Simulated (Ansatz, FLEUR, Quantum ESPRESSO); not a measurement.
## TiPt3: programs and potentials compared

```
Pt Ti
1.0
     3.89700    0.00000    0.00000
     0.00000    3.89700    0.00000
     0.00000    0.00000    3.89700
Pt Ti
3 1
Cartesian
  1.9485 1.9485 0.0000
  1.9485 0.0000 1.9485
  0.0000 1.9485 1.9485
  0.0000 0.0000 0.0000
```

Alike in all runs: task equation of state; functional LDA; k mesh 7 × 7 × 7; occupations fermi-dirac, width 0.05 eV; no spin polarisation; no spin-orbit coupling. LDA stands for any of its common fits.

```
                        program and potentials  plane-wave cutoff (eV)                                                 notes  equilibrium volume (Å³/atom)  bulk modulus (GPa)
                            Ansatz, Ansatz PAW                     420  potentials made for PBE, which Ansatz adapts in part                         14.52               283.1
Ansatz, all-electron LAPW, scalar-relativistic                       -                                                     -                         14.52               283.0
                    FLEUR, all-electron, FLAPW                       -                                                     -                         14.52               283.0
                Quantum ESPRESSO, GBRV 1.5 LDA                     612                                                     -                         14.51               284.5
```

The equilibrium volume spans 14.51 (Quantum ESPRESSO, GBRV 1.5 LDA) to 14.52 Å³/atom (Ansatz, all-electron LAPW, scalar-relativistic), with all-electron results at 14.52. The bulk modulus spans 283.0 (Ansatz, all-electron LAPW, scalar-relativistic) to 284.5 GPa (Quantum ESPRESSO, GBRV 1.5 LDA), with all-electron results at 283.0. For a metal such a mesh isn't converged, which the comparison doesn't need.

The functional is the same throughout but for its coding, so the spread measures potentials, basis and numerics; runs on potential files found faulty are left out.
